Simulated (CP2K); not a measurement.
Runs of CP2K 2026.2 on BN. Symmetry: P6_3/mmc, No. 194, hexagonal system. The conventional cell has a = 2.498 Å, b = 2.498 Å, c = 6.636 Å, α = 90.00°, β = 90.00°, γ = 120.00°. Around N (site symmetry -6m2) lie 3 B at 1.44 Å. B (site symmetry -6m2) has 3 N at 1.44 Å as nearest neighbours. 

| level | cutoff of the non-local correlation (Ry) | gap on the mesh (eV) | pressure (GPa) |
| --- | --- | --- | --- |
| RPBE | - | 4.40 | (b) |
| LDA | - | 4.09 | (c) |
| optB88-vdW | 300 | 4.36 | 3.9 |
| PBEsol | - | 4.17 | 4.2 |
| MS2 | - | (a) | 0.9 |
| PBE | - | 4.30 | 5.2 |
| BEEF-vdW | 300 | 4.50 | 1.4 |

Alike in all rows: task band structure; potentials or basis POTENTIAL_UZH N GTH-PBE-q5, B GTH-PBE-q3; TZVP-MOLOPT-PBE-GTH basis; no spin polarisation; cell as given; k mesh 12 × 12 × 4; smearing fermi-dirac 0.05 eV.

Fill in the values left out.

(a) 4.74; (b) 6.3; (c) 3.8.

Caveats: the basis of atomic orbitals isn't converged, which shifts pressures, moduli and gaps; the potentials were made for another functional, which shifts forces and pressure (some runs); this functional lacks dispersion, which binds the layers, so the pressure and a relaxed spacing across them are unreliable (some runs).

